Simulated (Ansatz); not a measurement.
TiO:

```xyz
4
Lattice="2.8516 0.0000 0.0000 -1.4258 2.4696 0.0000 0.0000 0.0000 5.5675" Properties=species:S:1:pos:R:3 pbc="T T T"
Ti    1.4258    0.8232    4.1756
Ti    0.0000    1.6464    1.3919
O     0.0000    0.0000    2.7838
O     0.0000    0.0000    0.0000
```

The cell comes from a database or a generator and needn't be the stable form of this composition.

Program: Ansatz 0.2.0. Alike in all runs: potentials or basis Ansatz PAW; no spin polarisation; cell as given; cutoff (eV) 420; smearing fermi-dirac 0.05 eV.

**Question.** Order these runs on this cell by their band gap on the k mesh, lowest first.
A. level PBE0; k mesh 8 × 8 × 4
B. level PBEsol+U; U Ti d U = 8 eV; k mesh 11 × 11 × 5; points for each segment of the path 14; hubbard projectors ortho-atomic (the default); double counting fll (the default)
C. level PBEsol+U; U Ti d U = 2 eV; k mesh 11 × 11 × 5; points for each segment of the path 14; hubbard projectors ortho-atomic (the default); double counting fll (the default)
D. level HSE06; k mesh 8 × 8 × 4; points for each segment of the path 4

**Answer.** C (metal), D (0.32 eV), A (0.91 eV), B (1.49 eV).

Caveats: U without spin polarisation on a metal has little footing (some runs).

A k mesh can miss the band edges.

Not every run made on this cell is shown here.
